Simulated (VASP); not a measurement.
# InPd (Pm-3m) in VASP: further runs, part 2 of 2

VASP 6.6.1. Earlier steps stand in the parts before.

## Step 3: Single point, r2SCAN

Contents of INCAR:

```
  PREC = Accurate
  ENCUT = 400
  EDIFF = 1E-6
  ISMEAR = 0
  SIGMA = 0.15
  LREAL = F
  LASPH = T
  NELM = 100
  ALGO = Normal
  ISIF = 2
  LWAVE = F
  LCHARG = F
  METAGGA = R2SCAN
  LMIXTAU = T
  ADDGRID = F
```

Contents of KPOINTS:

```
regular mesh
0
Gamma
  12 12 12
```

Contents of POSCAR:

```
InPd
1.0
    3.2718847800      0.0000000000      0.0000000000
    0.0000000000      3.2718847800      0.0000000000
    0.0000000000      0.0000000000      3.2718847800
In Pd
1 1
Direct
    0.0076950000     -0.0345290000      0.0307480000
    0.5133770000      0.5169540000      0.5028010000
```

Potentials or basis: VASP PAW PBE potentials, release 64 (In_d, Pd).

On the command line:

```console
> cat potpaw_PBE.64/In_d/POTCAR potpaw_PBE.64/Pd/POTCAR > POTCAR
> mpirun -np 1 vasp_std > vasp.out
```

OUTCAR:

```text
PREC = Accurate
   ENCUT = 400
   EDIFF = 1E-6
   ISMEAR = 0
   LREAL = F
   LASPH = T
   NELM = 100
   ISIF = 2
   METAGGA = R2SCAN

 Found    868 irreducible k-points:

 Following reciprocal coordinates:
            Coordinates               Weight
  0.000000  0.000000  0.000000      1.000000
  0.083333  0.000000  0.000000      2.000000
  0.000000  0.083333  0.000000      2.000000
  0.000000  0.000000  0.083333      2.000000
[... 184 lines left out ...]

 [... further k-points ...]

------------------------ aborting loop because EDIFF is reached ----------------------------------------

  FORCE on cell =-STRESS in cart. coord.  units (eV):
  Direction    XX          YY          ZZ          XY          YZ          ZX
  --------------------------------------------------------------------------------------
  -------------------------------------------------------------------------------------
  Total        0.4919587      0.2502729      0.4169599      0.0691651     -0.3291216     -0.0405233
  in kB       22.5032477     11.4480218     19.0726448      3.1637610    -15.0547276     -1.8536248
  external PRESSURE =      17.6746381 kB  Pullay stress =       0.0000000 kB

 VOLUME and BASIS-vectors are now :
 -----------------------------------------------------------------------------
  energy-cutoff  :      400.00
  volume of cell :       35.03
      direct lattice vectors                 reciprocal lattice vectors
     3.271884780  0.000000000  0.000000000     0.305634234  0.000000000  0.000000000
     0.000000000  3.271884780  0.000000000     0.000000000  0.305634234  0.000000000
     0.000000000  0.000000000  3.271884780     0.000000000  0.000000000  0.305634234

 POSITION                                       TOTAL-FORCE (eV/Angst)
 -----------------------------------------------------------------------------------
      0.02518      3.15891      0.10060         0.089128      0.708397     -0.420194
      1.67971      1.69141      1.64511        -0.089128     -0.708397      0.420194
 -----------------------------------------------------------------------------------
    total drift:                                0.001069      0.001881     -0.000357

  FREE ENERGIE OF THE ION-ELECTRON SYSTEM (eV)
  ---------------------------------------------------
  free  energy   TOTEN  =       -46.5689492400 eV

  energy  without entropy=      -46.5617854651  energy(sigma->0) =      -46.56536735
```

stdout:

```text
POSCAR found type information on POSCAR InPd
 POSCAR found :  2 types and       2 ions
 scaLAPACK will be used
 -----------------------------------------------------------------------------
|                                                                             |
|                                                                             |
|     You enforced a specific xc type in the INCAR file but a different       |
|     I HOPE YOU KNOW WHAT YOU ARE DOING!                                     |
|                                                                             |
 -----------------------------------------------------------------------------

 LDA part: xc-table for (None), standard interpolation
 POSCAR, INCAR and KPOINTS ok, starting setup
 FFT: planning ... GRIDC
 FFT: planning ... GRID_SOFT
 FFT: planning ... GRID
 WAVECAR not read
 entering main loop
```

Run time: 6 min. Hardware: 1 thread of Intel Xeon 6975P-C (Granite Rapids), shared host; peak memory 0.45 GiB.

The run converged, but some of its settings lie outside the range that counts as converged, so its numbers aren't taken as properties of the crystal.

Results:

```yaml
Free_energy: -46.5689 eV
Pressure: 1.8 GPa
Largest_force: 0.828 eV/Å
Band_gap_on_the_k_mesh: none (metal or under the smearing width)
```

Caveat: the PAW data sets were made with another functional, which shifts forces and pressure a little.

## Step 4: Single point, r2SCAN

Changes to INCAR since step 3:

```diff
@@ -1,3 +1,3 @@
   PREC = Accurate
-  ENCUT = 400
+  ENCUT = 600
   EDIFF = 1E-6
```

Contents of KPOINTS:

```
regular mesh
0
Gamma
  10 10 10
```

Contents of POSCAR:

```
InPd
1.0
    3.2718847800      0.0000000000      0.0000000000
    0.0000000000      3.2718847800      0.0000000000
    0.0000000000      0.0000000000      3.2718847800
In Pd
1 1
Direct
    0.0000000000      0.0000000000      0.0000000000
    0.5000000000      0.5000000000      0.5000000000
```

On the command line:

```console
> cat potpaw_PBE.64/In_d/POTCAR potpaw_PBE.64/Pd/POTCAR > POTCAR
> mpirun -np 1 vasp_std > vasp.out
```

Wall time 61 s (1 thread of Intel Xeon 6975P-C (Granite Rapids), shared host); peak memory 0.19 GiB.

The run converged, but some of its settings lie outside the range that counts as converged, so its numbers aren't taken as properties of the crystal.

What came out:

```
Free energy            : -46.6448 eV
Pressure               : 0.2 GPa
Band gap on the k mesh : none (metal or under the smearing width)
```

Caveat: the PAW data sets were made with another functional, which shifts forces and pressure a little.

## Step 5: Single point, r2SCAN

INCAR is that of step 4.

KPOINTS is that of step 4.

Contents of POSCAR:

```
InPd
1.0
    3.2718847800      0.0000000000      0.0000000000
    0.0000000000      3.2718847800      0.0000000000
    0.0000000000      0.0000000000      3.2718847800
In Pd
1 1
Direct
    0.0076950000     -0.0345290000      0.0307480000
    0.5133770000      0.5169540000      0.5028010000
```

Potentials or basis: VASP PAW PBE potentials, release 64 (In_d, Pd).

On the command line:

```console
> cat potpaw_PBE.64/In_d/POTCAR potpaw_PBE.64/Pd/POTCAR > POTCAR
> mpirun -np 1 vasp_std > vasp.out
```

OUTCAR:

```text
PREC = Accurate
   ENCUT = 600
   EDIFF = 1E-6
   ISMEAR = 0
   LREAL = F
   LASPH = T
   NELM = 100
   ISIF = 2
   METAGGA = R2SCAN

 Found    504 irreducible k-points:

 Following reciprocal coordinates:
            Coordinates               Weight
  0.000000  0.000000  0.000000      1.000000
  0.100000  0.000000  0.000000      2.000000
  0.000000  0.100000  0.000000      2.000000
  0.000000  0.000000  0.100000      2.000000
[... 184 lines left out ...]

 [... further k-points ...]

------------------------ aborting loop because EDIFF is reached ----------------------------------------

  FORCE on cell =-STRESS in cart. coord.  units (eV):
  Direction    XX          YY          ZZ          XY          YZ          ZX
  --------------------------------------------------------------------------------------
  -------------------------------------------------------------------------------------
  Total        0.5763327      0.3080048      0.4933889      0.0727952     -0.3470622     -0.0425736
  in kB       26.3626975     14.0888003     22.5686686      3.3298109    -15.8753696     -1.9474083
  external PRESSURE =      21.0067221 kB  Pullay stress =       0.0000000 kB

 VOLUME and BASIS-vectors are now :
 -----------------------------------------------------------------------------
  energy-cutoff  :      600.00
  volume of cell :       35.03
      direct lattice vectors                 reciprocal lattice vectors
     3.271884780  0.000000000  0.000000000     0.305634234  0.000000000  0.000000000
     0.000000000  3.271884780  0.000000000     0.000000000  0.305634234  0.000000000
     0.000000000  0.000000000  3.271884780     0.000000000  0.000000000  0.305634234

 POSITION                                       TOTAL-FORCE (eV/Angst)
 -----------------------------------------------------------------------------------
      0.02518      3.15891      0.10060         0.088442      0.705553     -0.418892
      1.67971      1.69141      1.64511        -0.088442     -0.705553      0.418892
 -----------------------------------------------------------------------------------
    total drift:                               -0.000040      0.000589     -0.000021

  FREE ENERGIE OF THE ION-ELECTRON SYSTEM (eV)
  ---------------------------------------------------
  free  energy   TOTEN  =       -46.5678537222 eV

  energy  without entropy=      -46.5581496290  energy(sigma->0) =      -46.56300168
```

It took 8.9 min on 1 thread of Intel Xeon 6975P-C (Granite Rapids), shared host; peak memory 0.48 GiB.

These settings aren't checked as converged: the numbers below hold their error.

Results:

```
Free energy            : -46.5679 eV
Pressure               : 2.1 GPa
Largest force          : 0.825 eV/Å
Band gap on the k mesh : none (metal or under the smearing width)
```

Caveat: the PAW data sets were made with another functional, which shifts forces and pressure a little.

## Step 6: Single point, r2SCAN

Changes to INCAR since step 5:

```diff
@@ -1,3 +1,3 @@
   PREC = Accurate
-  ENCUT = 600
+  ENCUT = 500
   EDIFF = 1E-6
```

Contents of KPOINTS:

```
regular mesh
0
Gamma
  12 12 12
```

Contents of POSCAR:

```
InPd
1.0
    3.2718847800      0.0000000000      0.0000000000
    0.0000000000      3.2718847800      0.0000000000
    0.0000000000      0.0000000000      3.2718847800
In Pd
1 1
Direct
    0.0000000000      0.0000000000      0.0000000000
    0.5000000000      0.5000000000      0.5000000000
```

Potentials or basis: VASP PAW PBE potentials, release 64 (In_d, Pd).

On the command line:

```console
> cat potpaw_PBE.64/In_d/POTCAR potpaw_PBE.64/Pd/POTCAR > POTCAR
> mpirun -np 1 vasp_std > vasp.out
```

OUTCAR:

```text
PREC = Accurate
   ENCUT = 500
   EDIFF = 1E-6
   ISMEAR = 0
   LREAL = F
   LASPH = T
   NELM = 100
   ISIF = 2
   METAGGA = R2SCAN

 Found     84 irreducible k-points:

 Following reciprocal coordinates:
            Coordinates               Weight
  0.000000  0.000000  0.000000      1.000000
  0.083333  0.000000  0.000000      6.000000
  0.166667  0.000000  0.000000      6.000000
  0.250000  0.000000  0.000000      6.000000
  0.333333  0.000000  0.000000      6.000000
  0.416667  0.000000  0.000000      6.000000
   k-points           NKPTS =     84   k-points in BZ     NKDIM =     84   number of bands    NBANDS=     15
   number of dos      NEDOS =    301   number of ions     NIONS =      2
   total plane-waves  NPLWV =  13824
   dimension x,y,z NGX =    24 NGY =   24 NGZ =   24
   dimension x,y,z NGXF=    48 NGYF=   48 NGZF=   48
   ions per type =               1   1
   NGX,Y,Z   is equivalent  to a cutoff of  12.19, 12.19, 12.19 a.u.
   NGXF,Y,Z  is equivalent  to a cutoff of  24.39, 24.39, 24.39 a.u.
 SYSTEM =  unknown system
   PREC   = accura    normal or accurate (medium, high low for compatibility)
   ISTART =      0    job   : 0-new  1-cont  2-samecut
   ICHARG =      2    charge: 1-file 2-atom 10-const
[... 71 lines left out ...]
      7       6.3977      2.00000
      8       6.3977      2.00000
      9       8.0172      2.00000
     10       8.0172      2.00000
     11       8.0172      2.00000
     12      14.9139      0.00000
     13      14.9139      0.00000
     14      14.9139      0.00000
[... 77 lines left out ...]
      2      -4.8372      2.00000
      3      -4.8372      2.00000
      4      -4.8178      2.00000
      5      -4.7030      2.00000
      6       2.7398      2.00000
      7       5.0459      2.00000
      8       6.4246      2.00000
      9       7.0550      2.00000
     10       7.0550      2.00000
     11       7.9488      2.00000
     12       9.3428      2.00000
     13      19.3863      0.00000
     14      19.3863      0.00000
     15      20.6524      0.00000

 [... further k-points ...]

------------------------ aborting loop because EDIFF is reached ----------------------------------------

  FORCE on cell =-STRESS in cart. coord.  units (eV):
  Direction    XX          YY          ZZ          XY          YZ          ZX
  --------------------------------------------------------------------------------------
  -------------------------------------------------------------------------------------
  Total        0.0260004      0.0260004      0.0260004      0.0000000      0.0000000     -0.0000000
  in kB        1.1893128      1.1893128      1.1893128      0.0000000      0.0000000     -0.0000000
  external PRESSURE =       1.1893128 kB  Pullay stress =       0.0000000 kB

 VOLUME and BASIS-vectors are now :
 -----------------------------------------------------------------------------
  energy-cutoff  :      500.00
  volume of cell :       35.03
      direct lattice vectors                 reciprocal lattice vectors
     3.271884780  0.000000000  0.000000000     0.305634234  0.000000000  0.000000000
     0.000000000  3.271884780  0.000000000     0.000000000  0.305634234  0.000000000
     0.000000000  0.000000000  3.271884780     0.000000000  0.000000000  0.305634234

 POSITION                                       TOTAL-FORCE (eV/Angst)
 -----------------------------------------------------------------------------------
      0.00000      0.00000      0.00000         0.000000      0.000000      0.000000
      1.63594      1.63594      1.63594         0.000000      0.000000      0.000000
 -----------------------------------------------------------------------------------
    total drift:                                0.000000      0.000000     -0.000000

  FREE ENERGIE OF THE ION-ELECTRON SYSTEM (eV)
  ---------------------------------------------------
  free  energy   TOTEN  =       -46.6455065032 eV

  energy  without entropy=      -46.6379639549  energy(sigma->0) =      -46.64173523
```

It took 37 s on 1 thread of Intel Xeon 6975P-C (Granite Rapids), shared host; peak memory 0.18 GiB.

The run converged, but some of its settings lie outside the range that counts as converged, so its numbers aren't taken as properties of the crystal.

What came out:

| Item | Value |
| --- | --- |
| Free energy | -46.6455 eV |
| Pressure | 0.1 GPa |
| Band gap on the k mesh | none (metal or under the smearing width) |

Caveat: the PAW data sets were made with another functional, which shifts forces and pressure a little.

## Step 7: For comparison

An earlier run on the cell as given: functional PBE; potentials or basis VASP PAW PBE potentials, release 64 (In_d, Pd); cutoff 520 eV; k mesh 8 × 8 × 8; occupations fermi-dirac, width 0.05 eV; no spin polarisation.

- Pressure: 3.7 GPa
- Band gap on the k mesh: none (metal or under the smearing width)
